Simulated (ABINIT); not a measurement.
Crystal: BaS.

```
CELL_PARAMETERS angstrom
0.00000 3.19375 3.19375
3.19375 0.00000 3.19375
3.19375 3.19375 0.00000
ATOMIC_POSITIONS crystal
Ba 0.00000 0.00000 0.00000
S 0.50000 0.50000 0.50000
```

Program: ABINIT 10.8.3 (patched build). Alike in all runs: cell as given; smearing fermi-dirac 0.05 eV. Hardware: 1 thread of Arm Neoverse V1, on a shared host.

Question: Order these runs on this cell by their wall time, lowest first.
A. task band structure; level PBE; potentials or basis PseudoDojo NC SR PBE v0.4.1 standard; spin off; k mesh 7 × 7 × 7; cutoff (eV) 707; mesh quality not flagged
B. task single point; level PBEsol; potentials or basis JTH PAW PBE v2.0; spin off; k mesh 6 × 6 × 6; cutoff (eV) 544; fine-grid cutoff 1088.46 eV; mesh quality not flagged
C. task band structure; level RPBE; potentials or basis JTH PAW PBE v2.0; spin SOC, no magnetisation; k mesh 7 × 7 × 7; cutoff (eV) 544; fine-grid cutoff 1088.46 eV; mesh quality not flagged
D. task single point; level PBE; potentials or basis JTH PAW PBE v2.0; spin off; k mesh 4 × 4 × 4; cutoff (eV) 544; fine-grid cutoff 1088.46 eV; mesh quality coarse

Answer: D (7.6 s), B (16 s), A (130 s), C (420 s).

Caveats: some runs use coarse meshes; this release of the barium file is off (some runs).
